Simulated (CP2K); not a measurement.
Crystal: TiAl.

```xyz
2
Lattice="2.8673 0.0000 0.0000 -1.4336 2.4831 0.0000 0.0000 0.0000 4.6781" Properties=species:S:1:pos:R:3 pbc="T T T"
Ti    0.0000    0.0000    0.0000
Al    0.0000    1.6554    2.3390
```

The cell comes from a database or a generator and needn't be the stable form of this composition.

Base run:

```yaml
Program: CP2K 2026.2
Functional: PBE
Potentials_or_basis: all electrons (GAPW); pob-TZVP-rev2 basis
Density_cutoff: 6803 eV
k_mesh: 11 × 11 × 6
Occupations: fermi-dirac, width 0.05 eV
Spin: no spin polarisation
```

Its results: band gap on the k mesh none (metal or under the smearing width); pressure -17.3 GPa.

Task: The run is repeated on the same cell with these changes: potentials or basis from all electrons (GAPW); pob-TZVP-rev2 basis to all electrons (GAPW); pob-DZVP-rev2 basis; basis sets from Ti pob-TZVP-rev2, Al pob-TZVP-rev2 to Ti pob-DZVP-rev2, Al pob-DZVP-rev2. What comes out?

Result: Band gap on the k mesh none (metal or under the smearing width); pressure -0.9 GPa.

Caveats: all-electron without relativistic terms, which shifts volumes and levels from the 3d row on; the basis of atomic orbitals isn't converged, which shifts pressures, moduli and gaps.
